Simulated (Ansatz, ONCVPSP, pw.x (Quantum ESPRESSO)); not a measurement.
**What a changed setting does to a pw.x run (fcc Co)**

Potential: optimised norm-conserving Vanderbilt (ONCV), ONCVPSP 4.0.1.1 (patched build), PBE; core [Ar], reference 3d7 4s2; waves: 4s: rc 2.50 bohr, ncon 5, nbas 8, qcut 2.9 1/bohr, 2 projectors, debl 1.4 Ha; p scattering state at 0.06 Ha: rc 2.10 bohr, ncon 4, nbas 9, qcut 3.8 1/bohr, 2 projectors, debl 0.4 Ha; 3d: rc 1.40 bohr, ncon 4, nbas 9, qcut 11.9 1/bohr, 1 projector; local part: polynomial inside 1.10 bohr (lpopt 2, dvloc0 1 Ha); core correction: Teter function, fcfact 2, rcfact 1.65.

The reference run (k-mesh 16³, cutoffs 140/560 Ry, Fermi–Dirac 0.01 Ry, mixing_beta 0.4, conv_thr 1e-9, no spin) gives -2.50 GPa at 10.382 Å³/atom, where all-electron LAPW gives -0.50 GPa. This run, with its own iteration cap, changes smearing to mp.

```
&control
  calculation='scf', prefix='x', pseudo_dir='./', outdir='./tmp', tstress=.true., disk_io='none'
/
&system
  ibrav=0, nat=1, ntyp=1, ecutwfc=140, ecutrho=560, nbnd=12,
  occupations='smearing', smearing='mp', degauss=0.01
/
&electrons
  conv_thr=1e-09, mixing_beta=0.4, electron_maxstep=50
/
ATOMIC_SPECIES
Co 1.0 Co.UPF
CELL_PARAMETERS angstrom
  0.00000000 1.73147813 1.73147813
  1.73147813 0.00000000 1.73147813
  1.73147813 1.73147813 0.00000000
ATOMIC_POSITIONS crystal
Co 0.0000 0.0000 0.0000
K_POINTS automatic
16 16 16 0 0 0
```

```bash
pw.x < Co.scf.in > Co.scf.out
```

How does the run end?

It converges in 8 iterations; the free energy moves by +66.8 meV/atom and the pressure by -1.43 GPa. This scheme is built to cancel the term in the square of the width that Fermi–Dirac smearing leaves in the F of a metal.

```
Message from routine setup:
     using ibrav=0 with symmetry is DISCOURAGED, use correct ibrav instead
     lattice parameter (alat)  =       4.6273  a.u.
     unit-cell volume          =      70.0612 (a.u.)^3
     number of electrons       =         9.00
     number of Kohn-Sham states=           12
     kinetic-energy cutoff     =     140.0000  Ry
     charge density cutoff     =     560.0000  Ry
     scf convergence threshold =      1.0E-09
     Exchange-correlation= PBE
     number of k points=   145  Methfessel-Paxton smearing, width (Ry)=  0.0100
     iteration #  1     ecut=   140.00 Ry     beta= 0.40
     total energy              =     -60.38314188 Ry
     estimated scf accuracy    <       0.01634621 Ry
     iteration #  2     ecut=   140.00 Ry     beta= 0.40
     total energy              =     -60.38705580 Ry
     estimated scf accuracy    <       0.00362516 Ry
     iteration #  3     ecut=   140.00 Ry     beta= 0.40
     negative rho (up, down):  2.458E-07 0.000E+00
     total energy              =     -60.38772986 Ry
     estimated scf accuracy    <       0.00053513 Ry
     [... 2 iterations left out ...]
     iteration #  6     ecut=   140.00 Ry     beta= 0.40
     total energy              =     -60.38777400 Ry
     estimated scf accuracy    <          8.4E-09 Ry
     iteration #  7     ecut=   140.00 Ry     beta= 0.40
     total energy              =     -60.38777401 Ry
     estimated scf accuracy    <          1.8E-09 Ry
     iteration #  8     ecut=   140.00 Ry     beta= 0.40
     the Fermi energy is    14.8611 ev
!    total energy              =     -60.38777401 Ry
     estimated scf accuracy    <          8.9E-12 Ry
     smearing contrib. (-TS)   =      -0.00012314 Ry
     The total energy is F=E-TS. E is the sum of the following terms:
     one-electron contribution =       0.99563172 Ry
     hartree contribution      =      11.24245046 Ry
     xc contribution           =     -15.87579116 Ry
     ewald contribution        =     -56.74994188 Ry
     convergence has been achieved in   8 iterations
          total   stress  (Ry/bohr**3)                   (kbar)     P=      -39.31
     Message from routine punch:
     Nothing written, as per user request (disk_io='none')
```

The run took about 15 s on one core of a shared host (AMD EPYC 9R45 96-Core Processor, 96 threads, 376 GiB, load 34).
